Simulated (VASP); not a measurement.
# AlN (P6_3mc) in VASP: further runs

Runs on AlN. Level: PBE. Tasks: single point, relaxation of the atoms.

Everything below comes from runs of VASP 6.6.1. Logs are shortened: lines on timing, memory, paths and dates and some standing lists are left out, and cuts for length are marked.

## 1. The undisturbed crystal

Symmetry: P6_3mc, No. 186, hexagonal system. Conventional cell: a = 3.110 Å, b = 3.110 Å, c = 4.980 Å, α = 90.00°, β = 90.00°, γ = 120.00°. Al (site symmetry 3m) is surrounded by 4 N at 1.89 to 1.90 Å. N (site symmetry 3m) is surrounded by 4 Al at 1.89 to 1.90 Å.

## 2. Single point, PBE (z stretched by +3 %, ions relaxed)

Contents of INCAR:

```
SYSTEM = AlN
PREC     = Accurate       ! precision mode
ENCUT    = 520            ! plane-wave cutoff, eV
EDIFF    = 1E-7           ! SCF threshold, eV
ISMEAR   = -1             ! smearing method
SIGMA    = 0.02           ! smearing width, eV
LREAL    = .FALSE.        ! projectors in reciprocal space
LASPH    = .TRUE.         ! aspherical terms in the spheres
NELM     = 100            ! most SCF steps
ALGO     = Normal         ! electronic algorithm
ISIF     = 2              ! what is computed and relaxed
LWAVE    = .FALSE.        ! write WAVECAR
LCHARG   = .FALSE.        ! write CHGCAR
GGA      = PE             ! functional
NBANDS   = 16             ! bands
```

Contents of KPOINTS:

```
Automatic mesh
0
G
  11 11 6
  0 0 0
```

Contents of POSCAR:

```
AlN
1.0
    3.1100000000      0.0000000000      0.0000000000
   -1.5550000000      2.6933390058      0.0000000000
    0.0000000000      0.0000000000      5.1294000000
Al N
2 2
Direct
    0.6666666667      0.3333333333      0.0025597206
    0.3333333333      0.6666666667      0.5025597206
    0.6666666667      0.3333333333      0.3794402794
    0.3333333333      0.6666666667      0.8794402794
```

Potentials or basis: VASP PAW PBE potentials, release 64 (Al, N).

Launch:

```sh
$ cat potpaw_PBE.64/Al/POTCAR potpaw_PBE.64/N/POTCAR > POTCAR
$ mpirun -np 1 vasp_std > vasp.out
```

OUTCAR:

```text
SYSTEM = AlN
   PREC = Accurate
   ENCUT = 520
   EDIFF = 1E-7
   ISMEAR = -1
   LREAL = .FALSE.
   LASPH = .TRUE.
   NELM = 100
   ISIF = 2
   GGA = PE

 ion  position               nearest neighbor table
   1  0.667  0.333  0.003-   4 1.90   4 1.90   4 1.90   3 1.93   2 3.13   2 3.13   2 3.13   2 3.13
                             2 3.13   2 3.13
   2  0.333  0.667  0.503-   3 1.90   3 1.90   3 1.90   4 1.93   1 3.13   1 3.13   1 3.13   1 3.13
                             1 3.13   1 3.13
   3  0.667  0.333  0.379-   2 1.90   2 1.90   2 1.90   1 1.93
   4  0.333  0.667  0.879-   1 1.90   1 1.90   1 1.90   2 1.93

  LATTYP: Found a hexagonal cell.
 ALAT       =     3.1100000000
 C/A-ratio  =     1.6493247588

  Lattice vectors:

 A1 = (   3.1100000000,   0.0000000000,   0.0000000000)
 A2 = (  -1.5550000000,   2.6933390058,   0.0000000000)
 A3 = (   0.0000000000,   0.0000000000,   5.1294000000)

Analysis of symmetry for initial positions (statically):
=====================================================================
 Subroutine PRICEL returns:
 Original cell was already a primitive cell.

 Routine SETGRP: Setting up the symmetry group for a
 hexagonal supercell.

 Subroutine GETGRP returns: Found 12 space group operations
 (whereof  6 operations were pure point group operations)
 out of a pool of 24 trial point group operations.

The static configuration has the point symmetry C_3v.
 The point group associated with its full space group is C_6v.

Analysis of symmetry for dynamics (positions and initial velocities):
=====================================================================
 Subroutine PRICEL returns:
 Original cell was already a primitive cell.

 Routine SETGRP: Setting up the symmetry group for a
 hexagonal supercell.

 Subroutine GETGRP returns: Found 12 space group operations
 (whereof  6 operations were pure point group operations)
 out of a pool of 24 trial point group operations.

The dynamic configuration has the point symmetry C_3v.
 The point group associated with its full space group is C_6v.

 Subroutine INISYM returns: Found 12 space group operations
 (whereof  6 operations are pure point group operations),
 and found     1 'primitive' translations

----------------------------------------------------------------------------------------

                                     Primitive cell

  volume of cell :      42.9653

  direct lattice vectors                    reciprocal lattice vectors
     3.110000000  0.000000000  0.000000000     0.321543408  0.185643173  0.000000000
    -1.555000000  2.693339006  0.000000000     0.000000000  0.371286347  0.000000000
     0.000000000  0.000000000  5.129400000     0.000000000  0.000000000  0.194954576

  length of vectors
     3.110000000  3.110000000  5.129400000     0.371286347  0.371286347  0.194954576

  position of ions in fractional coordinates (direct lattice)
     0.666666667  0.333333333  0.002559721
     0.333333333  0.666666667  0.502559721
     0.666666667  0.333333333  0.379440279
     0.333333333  0.666666667  0.879440279

  ion indices of the primitive-cell ions
   primitive index   ion index
                 1           1
                 2           2
                 3           3
                 4           4

----------------------------------------------------------------------------------------

 KPOINTS: Automatic mesh

Automatic generation of k-mesh.
 Grid dimensions read from file:
 generate k-points for:   11   11    6

 Generating k-lattice:

  Cartesian coordinates                     Fractional coordinates (reciprocal lattice)
     0.029231219  0.016876652  0.000000000     0.090909091  0.000000000  0.000000000
     0.000000000  0.033753304  0.000000000     0.000000000  0.090909091  0.000000000
     0.000000000  0.000000000  0.032492429     0.000000000  0.000000000  0.166666667

  Length of vectors
     0.033753304  0.033753304  0.032492429

  Shift w.r.t. Gamma in fractional coordinates (k-lattice)
     0.000000000  0.000000000  0.000000000

 Subroutine IBZKPT returns following result:
 ===========================================

 Found     64 irreducible k-points:

 Following reciprocal coordinates:
            Coordinates               Weight
  0.000000  0.000000  0.000000      1.000000
  0.090909  0.000000  0.000000      6.000000
  0.181818  0.000000  0.000000      6.000000
  0.272727  0.000000  0.000000      6.000000
  0.363636  0.000000  0.000000      6.000000
  0.454545  0.000000  0.000000      6.000000
[... 16 lines left out ...]
  0.090909  0.090909  0.166667     12.000000
  0.181818  0.090909  0.166667     24.000000
 [... further k-points ...]
   k-points           NKPTS =     64   k-points in BZ     NKDIM =     64   number of bands    NBANDS=     16
   number of dos      NEDOS =    301   number of ions     NIONS =      4
   total plane-waves  NPLWV =  23040
   dimension x,y,z NGX =    24 NGY =   24 NGZ =   40
   dimension x,y,z NGXF=    48 NGYF=   48 NGZF=   80
   ions per type =               2   2
   NGX,Y,Z   is equivalent  to a cutoff of  12.83, 12.83, 12.96 a.u.
   NGXF,Y,Z  is equivalent  to a cutoff of  25.66, 25.66, 25.93 a.u.
 SYSTEM =  AlN
   PREC   = accura    normal or accurate (medium, high low for compatibility)
   ISTART =      0    job   : 0-new  1-cont  2-samecut
   ICHARG =      2    charge: 1-file 2-atom 10-const
   ISPIN  =      1    spin polarized calculation?
   LNONCOLLINEAR =      F non collinear calculations
   LSORBIT =      F    spin-orbit coupling
   LASPH  =      T    aspherical Exc in radial PAW
   ENCUT  =  520.0 eV  38.22 Ry    6.18 a.u.   5.78  5.78  9.54*2*pi/ulx,y,z
   NELM   =    100;   NELMIN=  2; NELMDL= -5     # of ELM steps
   EDIFF  = 0.1E-06   stopping-criterion for ELM
   LREAL  =      F    real-space projection
   EDIFFG = 0.1E-05   stopping-criterion for IOM
   NSW    =      0    number of steps for IOM
   IBRION =     -1    ionic relax: 0-MD 1-quasi-New 2-CG
   NFREE  =      0    steps in history (QN), initial steepest desc. (CG)
   ISIF   =      2    stress and relaxation
   ISYM   =      2    0-nonsym 1-usesym 2-fastsym
   POTIM  = 0.5000    time-step for ionic-motion
   TEBEG  =    0.0;   TEEND  =   0.0 temperature during run
   PSTRESS=    0.0 pullay stress
   NELECT =      16.0000    total number of electrons
   NUPDOWN=      -1.0000    fix difference up-down
   EMIN   =  10.00;   EMAX   =-10.00  energy-range for DOS
   EFERMI =   0.00;   METHOD = LEGACY
   ISMEAR =    -1;   SIGMA  =   0.02  broadening in eV -4-tet -1-fermi 0-gaus
   EFERMI_NEDOS =   21; number of points for ismear=-14 and -15
   IALGO  =     38    algorithm
   IMIX   =      4    mixing-type and parameters
     AMIX     =   0.40;   BMIX     =  1.00
     AMIX_MAG =   1.60;   BMIX_MAG =  1.00
  volume/ion in A,a.u.               =      10.74        72.49
  Fermi-wavevector in a.u.,A,eV,Ry     =   1.177811  2.225740 18.874520  1.387238
  Thomas-Fermi vector in A             =   2.314151
   LORBIT       =      0    0 simple, 1 ext, 2 COOP (PROOUT), +10 PAW based schemes
   GGA     = PE    functional components
   LHFCALC =     F    Hartree Fock is set to
   AEXX    =    0.0000 exact exchange contribution
   IVDW    =     0    specifies the selected vdW correction
   LEPSILON=     F    determine dielectric tensor
   LRPA    =     F    only Hartree local field effects (RPA)
 non-spin polarized calculation
  energy-cutoff  :      520.00
  volume of cell :       42.97
 maximum number of plane-waves:      1184
 NGX is ok and might be reduce to    24
   NGX = 11   NGY = 11   NGZ = 19

 number of electron      15.9999998 magnetization

 Free energy of the ion-electron system (eV)
  ---------------------------------------------------
  ext. energy  EPLUGINS =         0.00000000
  ---------------------------------------------------
  free energy    TOTEN  =       -29.75840969 eV

  energy without entropy =      -29.75840969  energy(sigma->0) =      -29.75840969

 E-fermi :   6.1667     XC(G=0): -10.7899

 val. band max:        5.7474976639   @ k =   0.0000   0.0000   0.0000
 cond. band min:       9.7964329345   @ k =   0.0000   0.0000   0.0000
 fundamental gap:      4.0489352706
 Fermi energy:         6.1667206576

 k-point     1 :       0.0000    0.0000    0.0000
  band No.  band energies     occupation
      1      -9.1325      2.00000
      2      -7.1884      2.00000
      3      -0.0918      2.00000
      4       5.1817      2.00000
      5       5.1817      2.00000
      6       5.7113      2.00000
[... 8 lines left out ...]
     15      18.9347      0.00000
     16      18.9347      0.00000

 k-point     2 :       0.0909    0.0000    0.0000
  band No.  band energies     occupation
      1      -9.0282      2.00000
      2      -7.1255      2.00000
      3       0.0342      2.00000
      4       4.6886      2.00000
      5       5.0474      2.00000
      6       5.2479      2.00000
[... 8 lines left out ...]
     15      18.6732      0.00000
     16      18.9767      0.00000

 k-point     3 :       0.1818    0.0000    0.0000
  band No.  band energies     occupation
      1      -8.7263      2.00000
      2      -6.9552      2.00000
      3       0.4044      2.00000
      4       3.5292      2.00000
      5       4.2447      2.00000
      6       4.7416      2.00000
[... 8 lines left out ...]
     15      18.0527      0.00000
     16      18.5910      0.00000

 k-point     4 :       0.2727    0.0000    0.0000
  band No.  band energies     occupation
      1      -8.2653      2.00000
      2      -6.7373      2.00000
      3       0.9895      2.00000
      4       2.2494      2.00000
      5       3.1869      2.00000
      6       4.4063      2.00000
[... 8 lines left out ...]
     15      17.5439      0.00000
     16      19.4822      0.00000
[... 324 lines left out ...]
 k-point    22 :       0.4545    0.0000    0.1667
  band No.  band energies     occupation
      1      -7.2320      2.00000
      2      -6.6063      2.00000
      3       0.4691      2.00000
      4       1.4430      2.00000
      5       2.8453      2.00000
      6       4.0597      2.00000
[... 8 lines left out ...]
     15      17.8480      0.00000
     16      20.7065      0.00000

 k-point    23 :       0.0909    0.0909    0.1667
  band No.  band energies     occupation
      1      -8.7315      2.00000
      2      -7.1747      2.00000
      3       0.5772      2.00000
      4       4.0767      2.00000
      5       4.1086      2.00000
      6       4.9100      2.00000
[... 8 lines left out ...]
     15      18.2096      0.00000
     16      18.8707      0.00000

 k-point    24 :       0.1818    0.0909    0.1667
  band No.  band energies     occupation
      1      -8.3553      2.00000
      2      -6.9545      2.00000
      3       0.9507      2.00000
      4       2.9467      2.00000
      5       3.3270      2.00000
      6       4.5038      2.00000
[... 8 lines left out ...]
     15      18.0293      0.00000
     16      19.2155      0.00000

 [... further k-points ...]

------------------------ aborting loop because EDIFF is reached ----------------------------------------

  FORCE on cell =-STRESS in cart. coord.  units (eV):
  Direction    XX          YY          ZZ          XY          YZ          ZX
  --------------------------------------------------------------------------------------
  -------------------------------------------------------------------------------------
  Total        0.2660440      0.2660440     -1.9002347      0.0000000     -0.0000000     -0.0000000
  in kB        9.9207874      9.9207874    -70.8597866      0.0000000     -0.0000000     -0.0000000
  external PRESSURE =     -17.0060706 kB  Pullay stress =       0.0000000 kB

 VOLUME and BASIS-vectors are now :
 -----------------------------------------------------------------------------
  energy-cutoff  :      520.00
  volume of cell :       42.97
      direct lattice vectors                 reciprocal lattice vectors
     3.110000000  0.000000000  0.000000000     0.321543408  0.185643173  0.000000000
    -1.555000000  2.693339006  0.000000000     0.000000000  0.371286347  0.000000000
     0.000000000  0.000000000  5.129400000     0.000000000  0.000000000  0.194954576

 POSITION                                       TOTAL-FORCE (eV/Angst)
 -----------------------------------------------------------------------------------
      1.55500      0.89778      0.01313        -0.000000      0.000000     -0.001085
     -0.00000      1.79556      2.57783        -0.000000      0.000000     -0.001085
      1.55500      0.89778      1.94630         0.000000      0.000000      0.001085
     -0.00000      1.79556      4.51100        -0.000000     -0.000000      0.001085
 -----------------------------------------------------------------------------------
    total drift:                               -0.000000     -0.000000      0.000113

  FREE ENERGIE OF THE ION-ELECTRON SYSTEM (eV)
  ---------------------------------------------------
  free  energy   TOTEN  =       -29.7584096904 eV

  energy  without entropy=      -29.7584096904  energy(sigma->0) =      -29.75840969
```

It took 23 s on 1 thread of AMD EPYC 9R45 (Zen 5), shared host; peak memory 0.14 GiB.

Results:

```yaml
Free_energy: -29.7584 eV
Pressure: -1.7 GPa
Band_gap_on_the_k_mesh: 4.05 eV, direct
```

Caveat: an odd mesh through Γ misses points on the zone boundary, where band edges often lie.

(Part 1 of 2 ends here.)
